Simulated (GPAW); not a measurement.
# MgO (Fm-3m) in GPAW: notebook

The runs below take MgO through single point, with PBE.

All numbers are computed with GPAW 26.7.0; they aren't measurements. Logs are shortened: lines on timing, memory, paths and dates and some standing lists are left out, and cuts for length are marked. The log counts tension as positive stress, the text compression.

**The experiment to reproduce.**

“Electronic structure of alkaline earth and post-transition metal oxides”, 2009, arxiv:0908.1581 quotes, for a bulk crystal of MgO: band gap 7.83 eV.

The results are compared with them further down.

### Step 1. Starting point

It takes space group Fm-3m (No. 225, cubic). The conventional cell has a = 4.194 Å, b = 4.194 Å, c = 4.194 Å, α = 90.00°, β = 90.00°, γ = 90.00°. Mg (site symmetry m-3m) is surrounded by 6 O at 2.10 Å. O (site symmetry m-3m) has 6 Mg at 2.10 Å as nearest neighbours.

The cell is a database's computed one.

### Step 2. Single point, PBE

File run.py:

```python
from ase import Atoms
from ase.dft.bandgap import bandgap
from ase.io import write
from ase.units import GPa
from gpaw import GPAW, PW

atoms = Atoms(['Mg', 'O'],
              cell=[[0.0, 2.0970013927, 2.0970013927],
                    [2.0970013927, 0.0, 2.0970013927],
                    [2.0970013927, 2.0970013927, 0.0]],
              scaled_positions=[[0.0, 0.0, 0.0],
                                [0.5, 0.5, 0.5]],
              pbc=True)

calc = GPAW(mode=PW(800),
            xc='PBE',
            kpts={'size': (11, 11, 11), 'gamma': True},
            occupations={'name': 'methfessel-paxton', 'order': 0, 'width': 0.024},
            nbands=16,
            convergence={'density': 1e-05, 'energy': 1e-05},
            maxiter=150,
            txt='gpaw.txt')
atoms.calc = calc
energy = atoms.get_potential_energy()
forces = atoms.get_forces()
stress = atoms.get_stress()
calc.write('gs.gpw')
write('result.traj', atoms)
print(f'Energy: {energy:.6f} eV')
print('Forces (eV/A):')
print(forces.round(4))
print('Stress (GPa):', (stress / GPa).round(3))
print('Fermi level:', round(calc.get_fermi_level(), 4), 'eV')
print(f'Gap: {bandgap(calc)[0]:.4f} eV, direct: {bandgap(calc, direct=True)[0]:.4f} eV')
```

Potentials or basis: GPAW PAW data sets (gpaw-data 1.2.1), pw.

On the command line:

```
OMP_NUM_THREADS=1 python run.py
```

gpaw.txt:

```text
__  _  _
 | _ |_)|_||  |
 |__||  | ||/\| - 26.7.0

Input parameters:
  mode=PW(ecut=800.0),
  convergence={'density': 1e-05, 'energy': 1e-05},
  kpts=MonkhorstPack(size=(11, 11, 11), gamma=True),
  maxiter=150,
  nbands=16,
  occupations=Occupations(name='methfessel-paxton', order=0, width=0.024),
  xc=XC(name='PBE')

Diagonalizing LCAO Hamiltonian
Converting LCAO to pw mode

              O

       Mg

Atoms  # Å, Bohr magnetons
|   | symbol |        x |        y |        z |    initial magnetic moments |
|---|--------|----------|----------|----------|-----------------------------|
| 0 |     Mg | 0.000000 | 0.000000 | 0.000000 | ( 0.0000,  0.0000,  0.0000) |
| 1 |      O | 2.097001 | 2.097001 | 2.097001 | ( 0.0000,  0.0000,  0.0000) |

Unit cell  # Å
| periodic |        x |        y |        z |  lengths |    angles |
|----------|----------|----------|----------|----------|-----------|
|      yes | 0.000000 | 2.097001 | 2.097001 | 2.965608 | 60.000000 |
|      yes | 2.097001 | 0.000000 | 2.097001 | 2.965608 | 60.000000 |
|      yes | 2.097001 | 2.097001 | 0.000000 | 2.965608 | 60.000000 |

Number of symmetries: 48
Symmetry operations  # r_c * U_cc + t_c -> r_c
|    | kind |            matrix            |
|----|------|------------------------------|
|  0 |  σ   |  1, 0, 0,  1, 0,-1,  1,-1, 0 |
|  1 |  C2  |  1, 0, 0,  1,-1, 0,  1, 0,-1 |
|  2 |  E   |  1, 0, 0,  0, 1, 0,  0, 0, 1 |
|  3 |  σ   |  1, 0, 0,  0, 0, 1,  0, 1, 0 |
|  4 |  C4  |  1, 0,-1,  1, 0, 0,  1,-1, 0 |
|  5 |  S6  |  1, 0,-1,  1,-1, 0,  1, 0, 0 |
|  6 |  σ   |  1, 0,-1,  0, 1,-1,  0, 0,-1 |
|  7 |  C3  |  1, 0,-1,  0, 0,-1,  0, 1,-1 |
|  8 |  S6  |  1,-1, 0,  1, 0, 0,  1, 0,-1 |
|  9 |  C4  |  1,-1, 0,  1, 0,-1,  1, 0, 0 |
| 10 |  C3  |  1,-1, 0,  0,-1, 1,  0,-1, 0 |
| 11 |  σ   |  1,-1, 0,  0,-1, 0,  0,-1, 1 |
| 12 |  σ   |  0, 1, 0,  1, 0, 0,  0, 0, 1 |
| 13 |  C4  |  0, 1, 0,  0, 1,-1, -1, 1, 0 |
| 14 |  C3  |  0, 1, 0,  0, 0, 1,  1, 0, 0 |
| 15 |  S6  |  0, 1, 0, -1, 1, 0,  0, 1,-1 |
| 16 |  C2  |  0, 1,-1,  1, 0,-1,  0, 0,-1 |
| 17 |  σ   |  0, 1,-1,  0, 1, 0, -1, 1, 0 |
| 18 |  S4  |  0, 1,-1,  0, 0,-1,  1, 0,-1 |
| 19 |  C4  |  0, 1,-1, -1, 1, 0,  0, 1, 0 |
| 20 |  C3  |  0, 0, 1,  1, 0, 0,  0, 1, 0 |
| 21 |  σ   |  0, 0, 1,  0, 1, 0,  1, 0, 0 |
| 22 |  S6  |  0, 0, 1,  0,-1, 1, -1, 0, 1 |
| 23 |  C4  |  0, 0, 1, -1, 0, 1,  0,-1, 1 |
| 24 |  S4  |  0, 0,-1,  1, 0,-1,  0, 1,-1 |
| 25 |  C3  |  0, 0,-1,  0, 1,-1,  1, 0,-1 |
| 26 |  C2  |  0, 0,-1,  0,-1, 0, -1, 0, 0 |
| 27 |  S6  |  0, 0,-1, -1, 0, 0,  0,-1, 0 |
| 28 |  S4  |  0,-1, 1,  1,-1, 0,  0,-1, 0 |
| 29 |  C4  |  0,-1, 1,  0, 0, 1, -1, 0, 1 |
| 30 |  C2  |  0,-1, 1,  0,-1, 0,  1,-1, 0 |
| 31 |  σ   |  0,-1, 1, -1, 0, 1,  0, 0, 1 |
| 32 |  C3  |  0,-1, 0,  1,-1, 0,  0,-1, 1 |
| 33 |  S6  |  0,-1, 0,  0, 0,-1, -1, 0, 0 |
| 34 |  S4  |  0,-1, 0,  0,-1, 1,  1,-1, 0 |
| 35 |  C2  |  0,-1, 0, -1, 0, 0,  0, 0,-1 |
| 36 |  C2  | -1, 1, 0,  0, 1, 0,  0, 1,-1 |
| 37 |  S6  | -1, 1, 0,  0, 1,-1,  0, 1, 0 |
| 38 |  S4  | -1, 1, 0, -1, 0, 1, -1, 0, 0 |
| 39 |  C3  | -1, 1, 0, -1, 0, 0, -1, 0, 1 |
| 40 |  S6  | -1, 0, 1,  0, 0, 1,  0,-1, 1 |
| 41 |  C2  | -1, 0, 1,  0,-1, 1,  0, 0, 1 |
| 42 |  C3  | -1, 0, 1, -1, 1, 0, -1, 0, 0 |
| 43 |  S4  | -1, 0, 1, -1, 0, 0, -1, 1, 0 |
| 44 |  C2  | -1, 0, 0,  0, 0,-1,  0,-1, 0 |
| 45 |  i   | -1, 0, 0,  0,-1, 0,  0, 0,-1 |
| 46 |  σ   | -1, 0, 0, -1, 1, 0, -1, 0, 1 |
| 47 |  C2  | -1, 0, 0, -1, 0, 1, -1, 1, 0 |

BZ-sampling:
  Number of BZ points: 1331
  Number of IBZ points: 56

  Monkhorst-Pack size: [11, 11, 11]
  Monkhorst-Pack shift: [0, 0, 0]

K-points  # in reciprocal-cell coordinates
|     |                                coordinates |     weight |
|-----|--------------------------------------------|------------|
|   0 | (  0.00000000,   0.00000000,   0.00000000) | 0.00075131 |
|   1 | (  0.09090909,   0.09090909,   0.00000000) | 0.00450789 |
|   2 | (  0.09090909,   0.09090909,   0.09090909) | 0.00601052 |
|   3 | (  0.18181818,   0.09090909,   0.09090909) | 0.00901578 |
|   4 | (  0.18181818,   0.18181818,   0.00000000) | 0.00450789 |
|   5 | (  0.18181818,   0.18181818,   0.09090909) | 0.01803156 |
|   6 | (  0.18181818,   0.18181818,   0.18181818) | 0.00601052 |
|   7 | (  0.27272727,   0.18181818,   0.09090909) | 0.01803156 |
|   8 | (  0.27272727,   0.18181818,   0.18181818) | 0.01803156 |
|   9 | (  0.27272727,   0.27272727,   0.00000000) | 0.00450789 |
| ... |                                            |            |
|  55 | (  0.45454545,   0.45454545,   0.45454545) | 0.00601052 |

Plane wave coefficients: 959
Cutoff: 800.0 eV

Spin-components: 1 (collinear spins)
Bands:           16
Projectors:      10
Spin-degeneracy: 2
Datatype:        complex128

Parallelization:
  kpt:    1
  domain: 1
  band:   1

Density:
  Valence electrons: 16.0
  Components: 1
  Grid points: [20 20 20]
  Charge: 0.0  # |e|

Potential:
  Grid points: [20 20 20]

species:
  Mg:
    name:    Magnesium
    Z:       12.0
    valence: 10
    core:    2
    charge:  0.0  # [|e|]
    compensation charges:
      type: gauss
      rc: 0.33  # [Å]
      lmax: 2
    cutoffs:
      filter: 1.86  # [Å]
      core: 0.54  # [Å]
    projectors
    | kind |    occ | energy [eV] | rcut [Å] |
    |------|--------|-------------|----------|
    |   2s |  2.000 |     -79.840 |    1.090 |
    |   3s |  2.000 |      -4.705 |    1.090 |
    |   2p |  6.000 |     -46.613 |    1.085 |
    |   3p |  0.000 |      -1.330 |    1.085 |
    |    d |        |       0.000 |    1.037 |

    Using partial waves for Mg as LCAO basis

  O:
    name:    Oxygen
    Z:       8.0
    valence: 6
    core:    2
    charge:  0.0  # [|e|]
    compensation charges:
      type: gauss
      rc: 0.21  # [Å]
      lmax: 2
    cutoffs:
      filter: 1.17  # [Å]
      core: 0.83  # [Å]
    projectors
    | kind |    occ | energy [eV] | rcut [Å] |
    |------|--------|-------------|----------|
    |   2s |  2.000 |     -23.961 |    0.688 |
    |   2p |  4.000 |      -9.029 |    0.598 |
    |    s |        |       3.251 |    0.688 |
    |    p |        |      18.182 |    0.598 |
    |    d |        |       0.000 |    0.619 |

    Using partial waves for O as LCAO basis

Reference energy: -7490.497190  # eV

eigensolver:
  PPCG
  Converge bands: occupied
  niter=2

density mixing:
  MSR1-Mixer
  Pratt-step length: 0.05
  Maximum mixing coefficient: 0.75
  Old densities: 10
  SVD Regularization: 0.005
  Good broyden scale: 1.0
  Trust region scale: 1.0
  Backstep threshold: 4.0
  History deletion threshold: 6.0
  Fourier metric: weight=20.0, sigma=0.015

occupation numbers:
  Methfessel-Paxton:
    width: 0.0240  # eV
    order: 0

poisson solver:
  ecut: 6400.0  # eV

xc functional:
  name: PBE with 2 nearest neighbor stencil

convergence criteria:
- Maximum integral of absolute [dens]ity change: 1e-05 electrons / valence electron
- Maximum [total energy] change in last 3 cyles: 1e-05 eV / valence electron
- Maximum integral of absolute [eigenst]ate change: 4e-08 eV^2 / valence electron
maximum number of iterations: 150

SCF iterations
|iter     | |      energy | eigst |  dens |
|---------|-|-------------|-------|-------|
|iter:   1| |  -13.516536 | +0.17 |       |
|iter:   2| |  -13.159845 | -2.14 | -0.99 |
|iter:   3| |  -12.183760 | -1.37 | -1.04 |
|iter:   4| |  -12.189972 | -3.10 | -1.58 |
|iter:   5| |  -12.195715 | -3.07 | -1.85 |
|iter:   6| |  -12.195768 | -5.29 | -3.02 |
|iter:   7| |  -12.195785c| -6.18 | -3.40 |
|iter:   8| |  -12.195785c| -7.95c| -4.39 |
|iter:   9| |  -12.195785c| -8.21c| -5.14c|

Converged in 9 steps
Energy contributions relative to reference atoms: (reference = -7490.497190)

Energy contributions:
  Kinetic:          13.284714
  Coulomb:         -11.227278
  Zero:              0.191287
  External:          0.000000
  Xc:              -14.444509
  Entropy:           0.000000
  Spinorbit:         0.000000
  ----------------------------
  Free energy:     -12.195785
  Extrapolated:    -12.195785

dipole moment: (-6.014540, -6.014540, -6.014540)  # |e|*Ang

Fermi level: 5.689
Eigenvalues  # (at kpt = [0.000, 0.000, 0.000])
| band index |      eig [eV] | occ [0-2] |
|------------|---------------|-----------|
|          0 |       -67.346 |     2.000 |
|          1 |       -34.089 |     2.000 |
|          2 |       -34.089 |     2.000 |
|          3 |       -34.089 |     2.000 |
|          4 |       -12.274 |     2.000 |
|          5 |         5.010 |     2.000 |
[... 8 lines left out ...]
|         14 |        26.672 |     0.000 |
|         15 |        29.621 |     0.000 |

Gap: 4.895 eV
Transition (v -> c):
  (s=0, k=0, n=7, [0.00, 0.00, 0.00]) -> (s=0, k=0, n=8, [0.00, 0.00, 0.00])
No difference between direct/indirect transitions

Forces  # eV/Ang
|        x |        y |        z |
|----------|----------|----------|
|  0.00000 | -0.00000 |  0.00000 |  # Mg   0
| -0.00000 |  0.00000 | -0.00000 |  # O    1

Stress tensor  # eV/Ang^3
|         x |         y |         z |
|-----------|-----------|-----------|
| -0.043490 |  0.000000 |  0.000000 |
|  0.000000 | -0.043490 |  0.000000 |
|  0.000000 |  0.000000 | -0.043490 |

# Writing to gs.gpw (mode='')
```

stdout:

```text
Energy: -12.195785 eV
Forces (eV/A):
[[ 0. -0.  0.]
 [-0.  0. -0.]]
Stress (GPa): [-6.968 -6.968 -6.968  0.     0.     0.   ]
Fermi level: 5.6888 eV
Gap: 4.8946 eV, direct: 4.8946 eV
```

Wall time 7.8 s (1 thread of Intel Xeon 6975P-C (Granite Rapids), shared host); peak memory 0.15 GiB.

Results:

* Free energy: -12.1958 eV
* Pressure: 7.0 GPa
* Band gap on the k mesh: 4.89 eV, direct

### Step 3. Single point, PBE

run.py: that of step 2 with these lines changed.

```diff
@@ -17,3 +17,3 @@
             kpts={'size': (11, 11, 11), 'gamma': True},
-            occupations={'name': 'methfessel-paxton', 'order': 0, 'width': 0.024},
+            occupations={'name': 'methfessel-paxton', 'order': 0, 'width': 0.025},
             nbands=16,
```

Potentials or basis: GPAW PAW data sets (gpaw-data 1.2.1), pw.

On the command line:

```
OMP_NUM_THREADS=1 python run.py
```

It took 8 s on 1 thread of Intel Xeon 6975P-C (Granite Rapids), shared host; peak memory 0.15 GiB.

The run converged. Its results:

| Quantity | Value |
| --- | --- |
| Free energy | -12.1958 eV |
| Pressure | 7.0 GPa |
| Band gap on the k mesh | 4.89 eV, direct |

Levels at points of the mesh, in eV from the valence-band top:
| k point | band 4 | band 5 | band 6 | band 7 | band 8 | band 9 | band 10 | band 11 | band 12 |
| --- | --- | --- | --- | --- | --- | --- | --- | --- | --- |
| (0.00, 0.00, 0.00) | -39.10 | -17.28 | 0.00 | 0.00 | 0.00 | 4.89 | 15.90 | 15.90 | 15.90 |

### Step 4. Single point, PBE

File run.py:

```python
from ase.dft.bandgap import bandgap
from ase.io import read, write
from ase.units import GPa
from gpaw import GPAW, PW

atoms = read('MgO.xyz')

calc = GPAW(mode=PW(800),
            xc='PBE',
            kpts={'size': (11, 11, 11), 'gamma': True},
            occupations={'name': 'methfessel-paxton', 'order': 0, 'width': 0.026000000000000002},
            nbands=16,
            convergence={'density': 1e-05, 'energy': 1e-05},
            maxiter=150,
            txt='gpaw.txt')
atoms.calc = calc
energy = atoms.get_potential_energy()
forces = atoms.get_forces()
stress = atoms.get_stress()
calc.write('gs.gpw')
write('result.traj', atoms)
print(f'Energy: {energy:.6f} eV')
print('Forces (eV/A):')
print(forces.round(4))
print('Stress (GPa):', (stress / GPa).round(3))
print('Fermi level:', round(calc.get_fermi_level(), 4), 'eV')
print(f'Gap: {bandgap(calc)[0]:.4f} eV, direct: {bandgap(calc, direct=True)[0]:.4f} eV')
```

File MgO.xyz:

```xyz
2
Lattice="0.0000000000 2.0970013927 2.0970013927 2.0970013927 0.0000000000 2.0970013927 2.0970013927 2.0970013927 0.0000000000" Properties=species:S:1:pos:R:3 pbc="T T T"
Mg     0.0000000000      0.0000000000      0.0000000000
O      2.0970013927      2.0970013927      2.0970013927
```

On the command line:

```
OMP_NUM_THREADS=1 python run.py
```

Wall time 7.7 s (1 thread of Intel Xeon 6975P-C (Granite Rapids), shared host); peak memory 0.16 GiB.

Results (log left out):

- Free energy: -12.1958 eV
- Pressure: 7.0 GPa
- Band gap on the k mesh: 4.89 eV, direct

Levels at points of the mesh, in eV from the valence-band top:
```csv
k point,band 5,band 6,band 7,band 8,band 9,band 10,band 11,band 12
"(0.00, 0.00, 0.00)",-17.28,0.00,0.00,0.00,4.89,15.90,15.90,15.90
```

### Step 5. Single point, PBE

run.py: that of step 4 with these lines changed.

```diff
@@ -2,6 +2,7 @@
 from ase.io import read, write
-from ase.units import GPa
+from ase.units import Bohr, GPa
 from gpaw import GPAW, PW
+from gpaw.elf import elf_from_dft_calculation
 
-atoms = read('MgO.xyz')
+atoms = read('POSCAR')
 
@@ -10,3 +11,3 @@
             kpts={'size': (11, 11, 11), 'gamma': True},
-            occupations={'name': 'methfessel-paxton', 'order': 0, 'width': 0.026000000000000002},
+            occupations={'name': 'methfessel-paxton', 'order': 0, 'width': 0.027000000000000003},
             nbands=16,
@@ -27 +28,6 @@
 print(f'Gap: {bandgap(calc)[0]:.4f} eV, direct: {bandgap(calc, direct=True)[0]:.4f} eV')
+
+# fields on the real-space grid
+write('density.cube', atoms, data=calc.get_pseudo_density() * Bohr**3)
+write('potential.cube', atoms, data=calc.get_electrostatic_potential())
+write('elf.cube', atoms, data=elf_from_dft_calculation(calc).data)
```

File POSCAR:

```
MgO
1.0
    0.0000000000      2.0970013927      2.0970013927
    2.0970013927      0.0000000000      2.0970013927
    2.0970013927      2.0970013927      0.0000000000
Mg O
1 1
Direct
    0.0000000000      0.0000000000      0.0000000000
    0.5000000000      0.5000000000      0.5000000000
```

On the command line:

```
OMP_NUM_THREADS=1 python run.py
```

Run time: 7.9 s. Hardware: 1 thread of Intel Xeon 6975P-C (Granite Rapids), shared host; peak memory 0.15 GiB.

The run converged. Its results:

```yaml
Free_energy: -12.1958 eV
Pressure: 7.0 GPa
Band_gap_on_the_k_mesh: 4.89 eV, direct
```

Levels at points of the mesh, in eV from the valence-band top:
| k point | band 6 | band 7 | band 8 | band 9 | band 10 | band 11 |
| --- | --- | --- | --- | --- | --- | --- |
| (0.00, 0.00, 0.00) | 0.00 | 0.00 | 0.00 | 4.89 | 15.90 | 15.90 |

(Continued in part 2 of 2.)
